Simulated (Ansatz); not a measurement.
Au: enthalpy against pressure

Au, Fm-3m, a = 4.084 Å. Ansatz: PBEsol, PAW, 420 eV, Γ-centred 18×18×18 mesh on 1 atom, Gaussian smearing 0.10 eV; no spin polarisation. Cell and atoms are relaxed at each pressure, and no other structure is tried, so the rows at high pressure may lie past a change of phase. y is the enthalpy over the state at zero pressure; there V0 = 17.026 Å³/atom. The pressures are the targets, met within 0.07 GPa.

```tsv
P (GPa)	y (eV/atom)
-3.0	-0.3217
0.0	0.0000
3.0	0.3162
8.0	0.8324
15.0	1.5360
30.0	?
60.0	5.6965
```

Problem. Fit y = c1 P + c2 P² + c3 P³ to the other rows, say what c1 and c2 mean, and predict the missing value.

Solution. Least squares on the rows shown. y = 0.10625 P − 0.00028004 P² + 1.5273×10⁻⁶ P³. Since dH/dP = V, c1 is V0: 0.10625 eV/GPa × 160.2 = 17.021 Å³ against 17.026; c2 = −V0/(2B0) gives B0 = 190 GPa, where a Birch–Murnaghan fit to the volumes of the same runs (not shown) gives 175 GPa: a cubic over this range folds the higher terms into c2. At P = 30.0 the fit asked for gives 2.9767 eV/atom. The run gave 2.9831 eV/atom, so the fit is 0.0064 eV/atom too low, 0.11 % of the span of the series, against an rms of 0.0003 eV/atom on the fitted rows. With a term in P⁴ added, a fit to the same known rows predicts 2.9869 eV/atom, a smaller miss on the other side.

Spin–orbit coupling is left out, which can shift energies with elements as heavy as these.